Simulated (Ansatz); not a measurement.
# ZnO2: a relaxation

The task: find the equilibrium cell of ZnO2.

Computed with Ansatz 0.2.0 (DFT PBEsol, scalar-relativistic, plane waves, PAW, unless a step's input says otherwise).

### 1 The system as given

The structure is cubic, space group Pa-3 (No. 205). Conventional cell: a = 4.957 Å, b = 4.957 Å, c = 4.957 Å, α = 90.00°, β = 90.00°, γ = 90.00°. Zn (site symmetry -3) has 6 O at 2.14 Å in its first shell of neighbours. O (site symmetry 3) has 1 O at 1.50 Å and 3 Zn at 2.14 Å in its first shell of neighbours.

As a file:

```xyz
12
Lattice="4.9573 0.0000 0.0000 0.0000 4.9573 0.0000 0.0000 0.0000 4.9573" Properties=species:S:1:pos:R:3 pbc="T T T"
Zn    0.0000    2.4787    2.4787
Zn    2.4787    2.4787    0.0000
Zn    2.4787    0.0000    2.4787
Zn    0.0000    0.0000    0.0000
O     2.0453    0.4334    4.5240
O     0.4334    4.5240    2.0453
O     4.5240    2.0453    0.4334
O     2.9120    2.9120    2.9120
O     2.0453    2.0453    2.0453
O     0.4334    2.9120    4.5240
O     4.5240    0.4334    2.9120
O     2.9120    4.5240    0.4334
```

The structure comes from the Materials Project (structure only).

### 2 A first look at the start

Contents of input.yaml:

```yaml
crystal:
  lattice:
    - [4.957327, 0.0, 0.0]
    - [0.0, 4.957327, 0.0]
    - [0.0, 0.0, 4.957327]
  atoms:
    - { symbol: Zn, position: [0.0, 0.5, 0.5] }
    - { symbol: Zn, position: [0.5, 0.5, 0.0] }
    - { symbol: Zn, position: [0.5, 0.0, 0.5] }
    - { symbol: Zn, position: [0.0, 0.0, 0.0] }
    - { symbol: O, position: [0.412583, 0.087417, 0.912583] }
    - { symbol: O, position: [0.087417, 0.912583, 0.412583] }
    - { symbol: O, position: [0.912583, 0.412583, 0.087417] }
    - { symbol: O, position: [0.587417, 0.587417, 0.587417] }
    - { symbol: O, position: [0.412583, 0.412583, 0.412583] }
    - { symbol: O, position: [0.087417, 0.587417, 0.912583] }
    - { symbol: O, position: [0.912583, 0.087417, 0.587417] }
    - { symbol: O, position: [0.587417, 0.912583, 0.087417] }
basis:
  ecutwfc: 420
kpoints:
  mp_grid: { grid: [4, 4, 4] }
hamiltonian:
  xc: pbesol
scf:
  occupations: { method: gaussian, width: 0.1 }
output:
  forces: true
  stress: true
  eigenvalues: true
```

Command:

```sh
$ ansatz run input.yaml --threads 2 --pin off --max-ram 5120MiB --backend cpu --events-out ev --progress --plain --runs-dir out
```

What it wrote, shortened:

```text
[...]
SCF converged after 7 iterations
Free energy (F): -17599.300454 eV
[...]
E sigma→0 (E₀):  -17599.300454 eV
Fermi energy:    9.068513 eV
[...]
--- Forces (eV/Å), atoms counted from 1 ---
  atom   1  Zn     0.00000000    -0.00000000     0.00000000
  atom   2  Zn     0.00000000    -0.00000000     0.00000000
  atom   3  Zn     0.00000000    -0.00000000     0.00000000
  atom   4  Zn     0.00000000    -0.00000000     0.00000000
  atom   5  O      0.18085033    -0.18085033     0.18085033
  atom   6  O     -0.18085033     0.18085033     0.18085033
  atom   7  O      0.18085033     0.18085033    -0.18085033
  atom   8  O     -0.18085033    -0.18085033    -0.18085033
[...]
--- Stress (GPa, compression-positive) ---
       -8.086936       0.000000       0.000000
        0.000000      -8.086936       0.000000
        0.000000       0.000000      -8.086936
  P = ⅓ Tr σ = -8.0869 GPa (-80.869 kbar)
--- Band table (eV; the first three rows and the last of 11) ---
[...]
```

Wall time 3 s (2 threads of Arm Neoverse V1, shared host); peak memory 0.42 GiB.

Read-out: pressure -8.1 GPa, largest force 0.31 eV/Å, gap on this mesh 2.12 eV. Stress or forces are large, so a loose relaxation on a coarse mesh comes first.

### 3 Coarse relaxation

Changes to input.yaml since step 2:

```diff
@@ -30 +30,6 @@
   eigenvalues: true
+relax:
+  adjacent_minimum: "off"
+  f_tol: 0.05
+  max_steps: 80
+  cell: { stress_tol: 0.5 }
```

Command:

```sh
$ ansatz run input.yaml --threads 2 --pin off --max-ram 5120MiB --backend cpu --events-out ev --progress --plain --runs-dir out
```

What it wrote:

```text
Warning: RAYON_NUM_THREADS=2 ignored (pool sized by the plan → 2); use --threads N
Engine: ansatz 0.2.0, aarch64-unknown-linux-gnu
Pseudopotentials: kind: paw
Pseudopotential: Zn, paw, valence charge 12, recommended cutoff 420 eV (normal), Zn.paw.azcp
Pseudopotential: O, paw, valence charge 6, recommended cutoff 420 eV (normal), O.paw.azcp
Functional definition: PBEsol
  exchange = pbesol_x
  correlation = pbesol_c
Crystal: 12 atoms, lattice volume = 121.827 Å³
Basis set: ecut = 420 eV, 2373 PW (Γ), exchange–correlation on 72×72×72 points (8 copies of the dense FFT grid, shifted against one another)
Bands: 60, of which v1, the nominal top of the filled ones, is band 48 counted from 1 (47 counted from 0)
Symmetry: 24 space group operations
Space group: Pa-3 (ITA 205), of the structure as read, at distance tolerance 5.0e-5 Å
k-points: 11 of 64
Non-local potential: Zn, projectors of the file, l = 0: 2, l = 1: 2, l = 2: 3, l = 3: 1
Non-local potential: O, projectors of the file, l = 0: 2, l = 1: 2, l = 2: 1
PAW form: soft (Blöchl's): semilocal exchange-correlation on the pseudo side does not see the compensation charge
PAW frozen core: Zn, regenerated for the run's functional, and the local potential with it (the file was generated under x = pbe(κ = 0.804, μ = 0.2195149727645171), c = pbe(β = 0.06672455060314922))
PAW frozen core: O, regenerated for the run's functional, and the local potential with it (the file was generated under x = pbe(κ = 0.804, μ = 0.2195149727645171), c = pbe(β = 0.06672455060314922))
PAW one-centre angular grid: Zn, 590 points (default); XC on 64 Gauss nodes
PAW one-centre angular grid: O, 110 points (default); XC on 64 Gauss nodes
Initial density: superposition of atomic densities (neutral atoms: chi_scale 0, normalization atom), corrected by the library's trained network
Initial wavefunctions: pseudopotential atomic-orbital guess
Functional: x = pbesol(κ = 0.804, μ = 0.12345679012345678), c = pbesol(β = 0.046)
SCF iter   1: F=—  HF=-17599.385731 eV  |F-HF|=—  |Δ(HF+E_count)|=         —  Δρ=1.73e-2  dr2=2.92e-1  ethr=1.77e-3  ⟨swp⟩=6.5  Hψ=2537  notcnv=0  defer=6
preconditioner: auto → Resta (q_TF=auto, 2.622 Å⁻¹)  ε∞=7.5  [insulator: Δε(μ)=2.043 eV  Ē_g=12.955 eV  σ=0.100 eV  W_gap=1.00  n_scr=32 (ndim 8)  ℏωp=33.0 eV  f_vac=0.007  D(μ)=0.00/eV (n_scr^D=0)  ε∞_Penn≈7.5]
SCF iter   2: F=—  HF=-17599.313477 eV  |F-HF|=—  |Δ(HF+E_count)|=   7.23e-2  Δρ=6.19e-3  dr2=4.91e-2  ethr=3.04e-4  ⟨swp⟩=2.9  Hψ=1280  notcnv=0  defer=62
SCF iter   3: F=—  HF=-17599.300744 eV  |F-HF|=—  |Δ(HF+E_count)|=   1.27e-2  Δρ=1.41e-3  dr2=1.45e-3  ethr=5.11e-5  ⟨swp⟩=2.0  Hψ=1069  notcnv=0  defer=62
SCF iter   4: F=—  HF=-17599.300714 eV  |F-HF|=—  |Δ(HF+E_count)|=   3.02e-5  Δρ=4.79e-4  dr2=1.90e-4  ethr=1.51e-6  ⟨swp⟩=2.0  Hψ=943  notcnv=0  defer=62
SCF iter   5: F=—  HF=-17599.300564 eV  |F-HF|=—  |Δ(HF+E_count)|=   1.49e-4  Δρ=1.52e-4  dr2=1.39e-5  ethr=1.98e-7  ⟨swp⟩=2.0  Hψ=1030  notcnv=0  defer=62
SCF iter   6: F=—  HF=-17599.300453 eV  |F-HF|=—  |Δ(HF+E_count)|=   1.11e-4  Δρ=3.45e-5  dr2=8.36e-7  ethr=1.45e-8  ⟨swp⟩=2.0  Hψ=1093  notcnv=0  defer=62
SCF iter   7: F=-17599.300454 eV  HF=-17599.300454 eV  |F-HF|=6.23e-8  |Δ(HF+E_count)|=   9.39e-7  Δρ=7.00e-6  dr2=4.92e-8  ethr=1.04e-10  ⟨swp⟩=9.5  Hψ=2999  notcnv=0
SCF 1 converged in 7 iterations: F = -17599.300454 eV  dr2 = 4.92e-8
relax step   1: F+E_penalty+E_count = -17599.30045413 eV  Δ(F+E_penalty+E_count) = +0.000e0 eV  max|allowed force component| = 1.809e-1 eV/Å  Δτ_max = 0.0000 Å  P = -8.087 GPa  Ω = 121.827 Å³  (7 SCF iters, dr2 threshold 1.00e-7 eV, accepted)
Crystal: 12 atoms, lattice volume = 118.025 Å³
Basis set: ecut = 420 eV, 2325 PW (Γ), exchange–correlation on 72×72×72 points (8 copies of the dense FFT grid, shifted against one another)
Initial density: handed on by an earlier stage of this run
Initial wavefunctions: those handed on with the density
iter 1 solved again at ethr=2.38e-5 eV; its pass at ethr=3.10e-3 eV (dr2=2.29e-2 eV) is discarded
SCF iter   1: F=—  HF=-17599.469505 eV  |F-HF|=—  |Δ(HF+E_count)|=         —  Δρ=4.83e-3  dr2=2.25e-2  ethr=2.38e-5  ⟨swp⟩=1.7  Hψ=2630  notcnv=0
preconditioner: auto → Resta (q_TF=auto, 2.636 Å⁻¹)  ε∞=7.4  [insulator: Δε(μ)=2.232 eV  Ē_g=13.235 eV  σ=0.100 eV  W_gap=1.00  n_scr=32 (ndim 8)  ℏωp=33.5 eV  f_vac=0.000  D(μ)=0.00/eV (n_scr^D=0)  ε∞_Penn≈7.4]
SCF iter   2: F=—  HF=-17599.462705 eV  |F-HF|=—  |Δ(HF+E_count)|=   6.80e-3  Δρ=2.07e-3  dr2=4.20e-3  ethr=2.34e-5  ⟨swp⟩=2.1  Hψ=975  notcnv=0
SCF iter   3: F=—  HF=-17599.461199 eV  |F-HF|=—  |Δ(HF+E_count)|=   1.51e-3  Δρ=1.07e-3  dr2=1.67e-3  ethr=4.37e-6  ⟨swp⟩=2.0  Hψ=1007  notcnv=0
SCF iter   4: F=—  HF=-17599.460736 eV  |F-HF|=—  |Δ(HF+E_count)|=   4.63e-4  Δρ=4.48e-4  dr2=1.25e-4  ethr=1.74e-6  ⟨swp⟩=2.1  Hψ=1047  notcnv=0
SCF iter   5: F=—  HF=-17599.460742 eV  |F-HF|=—  |Δ(HF+E_count)|=   5.77e-6  Δρ=7.95e-5  dr2=3.53e-6  ethr=1.31e-7  ⟨swp⟩=2.0  Hψ=997  notcnv=0
SCF iter   6: F=-17599.460744 eV  HF=-17599.460744 eV  |F-HF|=2.05e-7  |Δ(HF+E_count)|=   1.65e-6  Δρ=1.52e-5  dr2=2.16e-7  ethr=1.25e-9  ⟨swp⟩=5.7  Hψ=2730  notcnv=0
SCF 2 converged in 6 iterations: F = -17599.460744 eV  dr2 = 2.16e-7
relax step   2: F+E_penalty+E_count = -17599.46074377 eV  Δ(F+E_penalty+E_count) = -1.603e-1 eV  max|allowed force component| = 1.044e-1 eV/Å  Δτ_max = 0.0017 Å  P = -3.402 GPa  Ω = 118.025 Å³  energy of the carried Pulay correction = +2.584e-2 eV  (6 SCF iters, dr2 threshold 1.20e-6 eV, accepted)
Crystal: 12 atoms, lattice volume = 115.502 Å³
Basis set: ecut = 420 eV, 2301 PW (Γ), exchange–correlation on 72×72×72 points (8 copies of the dense FFT grid, shifted against one another)
iter 1 solved again at ethr=1.17e-5 eV; its pass at ethr=3.10e-3 eV (dr2=1.12e-2 eV) is discarded
SCF iter   1: F=—  HF=-17599.508230 eV  |F-HF|=—  |Δ(HF+E_count)|=         —  Δρ=3.41e-3  dr2=1.11e-2  ethr=1.17e-5  ⟨swp⟩=1.4  Hψ=2607  notcnv=0
preconditioner: auto → Resta (q_TF=auto, 2.645 Å⁻¹)  ε∞=7.4  [insulator: Δε(μ)=2.298 eV  Ē_g=13.412 eV  σ=0.100 eV  W_gap=1.00  n_scr=32 (ndim 8)  ℏωp=33.9 eV  f_vac=0.000  D(μ)=0.00/eV (n_scr^D=0)  ε∞_Penn≈7.4]
SCF iter   2: F=—  HF=-17599.504821 eV  |F-HF|=—  |Δ(HF+E_count)|=   3.41e-3  Δρ=1.47e-3  dr2=2.10e-3  ethr=1.15e-5  ⟨swp⟩=2.0  Hψ=938  notcnv=0
SCF iter   3: F=—  HF=-17599.504062 eV  |F-HF|=—  |Δ(HF+E_count)|=   7.59e-4  Δρ=7.73e-4  dr2=8.32e-4  ethr=2.19e-6  ⟨swp⟩=2.2  Hψ=1034  notcnv=0
SCF iter   4: F=—  HF=-17599.503827 eV  |F-HF|=—  |Δ(HF+E_count)|=   2.35e-4  Δρ=3.15e-4  dr2=6.30e-5  ethr=8.66e-7  ⟨swp⟩=2.0  Hψ=1005  notcnv=0
SCF iter   5: F=—  HF=-17599.503853 eV  |F-HF|=—  |Δ(HF+E_count)|=   2.60e-5  Δρ=6.44e-5  dr2=2.20e-6  ethr=6.56e-8  ⟨swp⟩=2.0  Hψ=1009  notcnv=0
SCF iter   6: F=-17599.503854 eV  HF=-17599.503854 eV  |F-HF|=1.18e-7  |Δ(HF+E_count)|=   7.44e-7  Δρ=1.04e-5  dr2=9.50e-8  ethr=1.25e-9  ⟨swp⟩=5.4  Hψ=2543  notcnv=0
SCF 3 converged in 6 iterations: F = -17599.503854 eV  dr2 = 9.50e-8
relax step   3: F+E_penalty+E_count = -17599.50385362 eV  Δ(F+E_penalty+E_count) = -4.311e-2 eV  max|allowed force component| = 1.416e-2 eV/Å  Δτ_max = 0.0004 Å  P = +0.268 GPa  Ω = 115.502 Å³  energy of the carried Pulay correction = +4.344e-2 eV  (6 SCF iters, dr2 threshold 1.20e-6 eV, accepted)
Initial wavefunctions: pseudopotential atomic-orbital guess (no wavefunctions were taken with the density)
iter 1 solved again at ethr=1.35e-7 eV; its pass at ethr=3.10e-3 eV (dr2=1.29e-4 eV) is discarded
SCF iter   1: F=—  HF=-17599.470083 eV  |F-HF|=—  |Δ(HF+E_count)|=         —  Δρ=4.91e-4  dr2=4.08e-5  ethr=1.35e-7  ⟨swp⟩=3.0  Hψ=4113  notcnv=0
preconditioner: auto → Resta (q_TF=auto, 2.645 Å⁻¹)  ε∞=7.4  [insulator: Δε(μ)=2.273 eV  Ē_g=13.378 eV  σ=0.100 eV  W_gap=1.00  n_scr=32 (ndim 8)  ℏωp=33.9 eV  f_vac=0.000  D(μ)=0.00/eV (n_scr^D=0)  ε∞_Penn≈7.4]
SCF iter   2: F=—  HF=-17599.470105 eV  |F-HF|=—  |Δ(HF+E_count)|=   2.17e-5  Δρ=2.81e-4  dr2=2.09e-5  ethr=4.25e-8  ⟨swp⟩=2.0  Hψ=1056  notcnv=0
SCF iter   3: F=—  HF=-17599.470119 eV  |F-HF|=—  |Δ(HF+E_count)|=   1.38e-5  Δρ=7.37e-5  dr2=9.60e-7  ethr=2.18e-8  ⟨swp⟩=2.0  Hψ=1057  notcnv=0
SCF iter   4: F=—  HF=-17599.470116 eV  |F-HF|=—  |Δ(HF+E_count)|=   2.39e-6  Δρ=1.71e-5  dr2=2.50e-7  ethr=9.99e-10  ⟨swp⟩=2.2  Hψ=1157  notcnv=0
SCF iter   5: F=—  HF=-17599.470116 eV  |F-HF|=—  |Δ(HF+E_count)|=   8.96e-9  Δρ=3.89e-6  dr2=4.95e-9  ethr=2.61e-10  ⟨swp⟩=2.0  Hψ=993  notcnv=0
SCF iter   6: F=-17599.470116 eV  HF=-17599.470116 eV  |F-HF|=1.09e-11  |Δ(HF+E_count)|=   1.88e-8  Δρ=9.61e-7  dr2=5.21e-10  ethr=5.15e-12  ⟨swp⟩=4.9  Hψ=2338  notcnv=0
SCF 4 converged in 6 iterations: F = -17599.470116 eV  dr2 = 5.21e-10
relax step   4: F+E_penalty+E_count = -17599.47011628 eV  Δ(F+E_penalty+E_count) = +3.374e-2 eV  max|allowed force component| = 1.472e-2 eV/Å  Δτ_max = 0.0000 Å  P = -0.172 GPa  Ω = 115.502 Å³  stress off target by 1.72e-1 GPa  SCF on the basis re-selected at this cell (its energy is not comparable with the rows above)  (6 SCF iters)
basis re-selected at this cell: Δ(F+E_penalty+E_count) = +3.374e-2 eV, ΔP = -0.439 GPa vs the last step (what re-selecting the basis moved, of the pressure what is left beyond the Pulay correction that the steps carried, after the strain that the cell walked since its last selection, with what the two solves' SCF thresholds leave and, on support functions, any second-order correction that the steps lacked; it is no measure of the basis error at this ecutwfc). This SCF's stress stands 1.72e-1 GPa from its target on what of the cell is left free (relax.cell.stress_tol is 5.00e-1 GPa) and its largest allowed force component is 1.47e-2 eV/Å (relax.f_tol is 5.00e-2 eV/Å): within both
SCF converged after 6 iterations
Free energy (F): -17599.470116 eV
Harris-Foulkes:  -17599.470116 eV  (|F-HF|=1.09e-11)
Internal energy: -17599.470116 eV  (E = F + TS)
E sigma→0 (E₀):  -17599.470116 eV
Fermi energy:    10.031263 eV
--- Per-component energies (eV) ---
  E_band       = 156.729950
  E_kinetic    = 1910.415022
  E_local      = -8547.645193  (includes V_loc(G=0)·N_el)
  E_nonlocal   = 2879.579752
  E_hartree    = 3383.560799
  E_xc         = -1115.526932
  E_vxc        = -945.464018  (∫ρ·V_xc dr)
  E_paw        = -8403.163650  (= ΣΔE_a)
  E_vpaw       = -1907.292936  (= ΣTr[D̂ρ^β])
  E_aug_tail   = 0.017501  (compensation charges beyond the density's cutoff)
  E_ewald      = -7710.179138
  E_core_change = 3.471723  (= ΣΔE_core)
  E_smearing   = -0.000000  (= −TS)
  E_closure    = -0.000000  (closes the sum)
  Σ components = -17599.470116   (vs F -17599.470116, Δ=0.00e0)
--- Forces (eV/Å), atoms counted from 1 ---
  atom   1  Zn    -0.00000000     0.00000000    -0.00000000
  atom   2  Zn     0.00000000     0.00000000     0.00000000
  atom   3  Zn    -0.00000000    -0.00000000     0.00000000
  atom   4  Zn     0.00000000    -0.00000000    -0.00000000
  atom   5  O      0.01472331    -0.01472331     0.01472331
  atom   6  O     -0.01472331     0.01472331     0.01472331
  atom   7  O      0.01472331     0.01472331    -0.01472331
  atom   8  O     -0.01472331    -0.01472331    -0.01472331
  atom   9  O      0.01472331     0.01472331     0.01472331
  atom  10  O     -0.01472331    -0.01472331     0.01472331
  atom  11  O      0.01472331    -0.01472331    -0.01472331
  atom  12  O     -0.01472331     0.01472331    -0.01472331
  max |Σ_I F_I| component: 1.04e-17 eV/Å
--- Stress (GPa, compression-positive) ---
       -0.171552      -0.000000      -0.000000
       -0.000000      -0.171552       0.000000
       -0.000000       0.000000      -0.171552
  P = ⅓ Tr σ = -0.1716 GPa (-1.716 kbar)
--- Band table (eV; the first three rows and the last of 11) ---
  k-point 0: bands = ["-13.7805", "-13.0041", "-13.0041", "-13.0041", "-7.1351", "-7.1351", "-7.1351", "-6.7185", "1.0065", "1.0065", "1.0065", "1.0363", "2.0668", "2.0668", "2.0668", "2.7750", "2.7750", "2.7750", "2.8649", "2.8649", "2.9825", "2.9825", "3.5108", "3.5108", "3.5108", "3.5581", "3.5581", "3.5581", "3.7159", "3.7159", "3.7292", "3.7292", "3.7292", "3.7568", "4.0070", "4.0070", "4.0070", "4.0278", "4.0278", "4.0278", "5.6677", "5.6677", "5.6677", "8.5995", "8.5995", "8.5995", "8.8989", "8.8989", "11.8172", "12.1602", "12.1602", "12.1602", "12.3304", "15.9394", "15.9394", "15.9394", "18.9635", "18.9635", "18.9635", "20.0672"]
  k-point 1: bands = ["-13.6671", "-13.1165", "-12.9903", "-12.9902", "-7.1582", "-7.1494", "-7.1122", "-6.8223", "0.8034", "0.8543", "0.9529", "1.0387", "1.8849", "2.0454", "2.1848", "2.2223", "2.6708", "2.7284", "2.7534", "2.9086", "3.0006", "3.1100", "3.1533", "3.3043", "3.5277", "3.5333", "3.5553", "3.6794", "3.7274", "3.7275", "3.7360", "3.7987", "3.8223", "3.8577", "4.0058", "4.0635", "4.2643", "4.3613", "4.6007", "4.9391", "5.5941", "6.1553", "6.1863", "8.2393", "8.2718", "8.3138", "8.6070", "8.8321", "11.1928", "11.9360", "12.1323", "12.3109", "13.2622", "15.4720", "15.7783", "15.8788", "18.6278", "18.9630", "18.9651", "18.9798"]
  k-point 2: bands = ["-13.3915", "-13.3915", "-12.9762", "-12.9762", "-7.1717", "-7.1717", "-7.0075", "-7.0075", "0.6281", "0.6281", "0.9719", "0.9719", "1.8532", "1.8532", "2.2823", "2.2823", "2.5922", "2.5922", "2.7336", "2.7336", "3.0451", "3.0451", "3.2381", "3.2381", "3.5576", "3.5576", "3.5616", "3.5616", "3.7272", "3.7272", "3.7829", "3.7829", "4.0136", "4.0136", "4.0317", "4.0317", "4.3889", "4.3889", "5.2159", "5.2159", "6.6950", "6.6950", "7.2122", "7.2122", "7.5221", "7.5221", "8.6895", "8.6895", "11.3832", "11.3832", "12.1800", "12.1800", "14.4315", "14.4315", "15.6962", "15.6962", "18.3555", "18.3555", "19.0476", "19.0476"]
  k-point 10: bands = ["-13.1259", "-13.1259", "-13.1259", "-13.1259", "-7.3009", "-7.3009", "-7.3009", "-7.3009", "0.9280", "0.9280", "0.9280", "0.9280", "1.7963", "1.7963", "1.7963", "1.7963", "1.9796", "1.9796", "1.9796", "1.9796", "3.5960", "3.5960", "3.5960", "3.5960", "3.6453", "3.6453", "3.6453", "3.6453", "3.7316", "3.7316", "3.7316", "3.7316", "4.7656", "4.7656", "4.7656", "4.7656", "6.2615", "6.2615", "6.2615", "6.2615", "6.5536", "6.5536", "6.5536", "6.5536", "6.7413", "6.7413", "6.7413", "6.7413", "12.4365", "12.4365", "12.4365", "12.4365", "15.4883", "15.4883", "15.4883", "15.4883", "15.8544", "15.8544", "15.8544", "15.8544"]
--- Relaxed structure (3 steps of the walk, 3 accepted, 1 SCFs on fresh bases) ---
  F+E_penalty+E_count = -17599.47011628 eV   max|allowed force component| = 1.472e-2 eV/Å   (the final SCF, on the basis selected at the relaxed cell)
  cell:  # Å, volume = 115.5017 Å³
    - [4.870006096356943, 4.108650548026102e-33, 5.135813185032628e-34]
    - [4.108650548026102e-33, 4.870006096356943, 0.0]
    - [6.419766481290786e-34, 0.0, 4.870006096356943]
  atoms:
    - { symbol: Zn, position: [-1.184662978179575e-20, 0.5, 0.5] }
    - { symbol: Zn, position: [0.5, 0.5, 6.834594104881928e-21] }
    - { symbol: Zn, position: [0.5, -8.201512925858099e-21, 0.5] }
    - { symbol: Zn, position: [-1.1846629781794956e-20, -8.201512925858115e-21, 6.834594104881812e-21] }
    - { symbol: O, position: [0.4124254093035335, 0.08757459069646646, 0.9124254093035337] }
    - { symbol: O, position: [0.08757459069646646, 0.9124254093035337, 0.4124254093035335] }
    - { symbol: O, position: [0.9124254093035337, 0.4124254093035335, 0.08757459069646646] }
    - { symbol: O, position: [0.5875745906964664, 0.5875745906964664, 0.5875745906964664] }
    - { symbol: O, position: [0.4124254093035335, 0.4124254093035335, 0.4124254093035335] }
    - { symbol: O, position: [0.08757459069646646, 0.5875745906964664, 0.9124254093035337] }
    - { symbol: O, position: [0.9124254093035337, 0.08757459069646646, 0.5875745906964664] }
    - { symbol: O, position: [0.5875745906964664, 0.9124254093035337, 0.08757459069646646] }
```

Run time: 13 s. Hardware: 2 threads of Arm Neoverse V1, shared host; peak memory 0.44 GiB.

Step by step:

| step | energy from step 1 (eV/cell) | largest force component (eV/Å) | pressure (GPa) | volume (Å³) |
| --- | --- | --- | --- | --- |
| 1 | 0.0000 | 0.1809 | -8.09 | 121.83 |
| 2 | -0.1603 | 0.1044 | -3.40 | 118.02 |
| 3 | -0.2034 | 0.0142 | 0.27 | 115.50 |
| 4 | -0.1697 | 0.0147 | -0.17 | 115.50 |

Step 1 is the start. Step 4 repeats the geometry before it on a plane-wave basis chosen anew for that cell, so its energy need not be comparable with the rows above.

|  | before | after | change |
| --- | --- | --- | --- |
| a (Å) | 4.957 | 4.870 | -1.8 % |
| b (Å) | 4.957 | 4.870 | -1.8 % |
| c (Å) | 4.957 | 4.870 | -1.8 % |
| volume (Å³/atom) | 10.15 | 9.63 | -5.2 % |
| shortest distance (Å) | 1.501 | 1.477 | -1.6 % |
| space group (0.01 Å) | Pa-3 | Pa-3 | same |

Forces and stress were held to the start's 24 operations: a distortion of lower symmetry was not tested.

[end of part 1 of 2]
